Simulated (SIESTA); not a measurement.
## Ir: single point with PBE

Crystal: Ir.

```
Ir
1.0
    -0.00903    1.95837    1.93892
     1.89839    0.02290    1.90699
     1.89968    1.92773    0.02161
Ir
1
Direct
  0.99766 0.99684 0.98575
```

The cell isn't the ideal one: cell strained at random at fixed volume.

```yaml
Program: SIESTA 5.4.2
Task: single point
Functional: PBE
Potentials_or_basis: PseudoDojo 0.4 standard (PBE files)
Basis: DZP (energy shift 0.003 Ry; two zetas on semicore shells)
Grid_cutoff: 800 Ry
Energy_shift: 0.003 Ry
k_mesh: 12 × 12 × 12
Occupations: fermi-dirac, width 0.05 eV
Spin: no spin polarisation
```

- Pressure: 14.7 GPa
- Band gap on the k mesh: none (metal or under the smearing width)

Stress tensor (GPa, compression positive):
```
16.74  1.32  1.86
 1.32 11.78 -8.99
 1.86 -8.99 15.60
```

Levels at points of the mesh, in eV from the Fermi level:
| k point | band 4 | band 5 | band 6 | band 7 | band 8 | band 9 | band 10 | band 11 | band 12 | band 13 |
| --- | --- | --- | --- | --- | --- | --- | --- | --- | --- | --- |
| (0.00, 0.00, 0.00) | -49.46 | -11.23 | -4.26 | -3.93 | -3.80 | -1.35 | -1.11 | 34.80 | 35.02 | 35.69 |
| (0.50, 0.00, 0.00) | -49.55 | -8.30 | -4.15 | -3.92 | -0.97 | 0.67 | 0.94 | 7.33 | 31.31 | 31.67 |
| (0.00, 0.50, 0.00) | -49.58 | -8.21 | -4.36 | -3.86 | -0.63 | 0.80 | 1.01 | 7.98 | 30.98 | 31.28 |
| (0.50, 0.50, 0.00) | -49.76 | -7.98 | -7.51 | 0.79 | 1.39 | 1.54 | 1.83 | 13.46 | 15.35 | 15.73 |
| (0.00, 0.00, 0.50) | -49.58 | -8.22 | -4.39 | -3.83 | -0.64 | 0.82 | 0.99 | 7.95 | 30.98 | 31.30 |
| (0.50, 0.00, 0.50) | -49.74 | -7.99 | -7.50 | 0.82 | 1.44 | 1.46 | 1.61 | 13.09 | 15.72 | 16.20 |
| (0.00, 0.50, 0.50) | -49.75 | -7.98 | -7.52 | 0.84 | 1.39 | 1.52 | 1.93 | 13.66 | 14.28 | 16.62 |
| (0.50, 0.50, 0.50) | -49.56 | -8.27 | -4.22 | -3.89 | -0.87 | 0.64 | 1.01 | 7.52 | 31.21 | 31.58 |

It took 36 s on 1 thread of Arm Neoverse V1, on a shared host, peak memory 0.19 GiB.

Caveat: short orbitals over semicore shells can move pressures by several GPa; the valence orbitals were made in a potential fitted to the semicore shell under them, which widens gaps by tenths of an eV or more; the basis of atomic orbitals isn't converged, which shifts pressures, moduli and gaps. Spin-orbit coupling is left out, which matters for the levels of Ir.
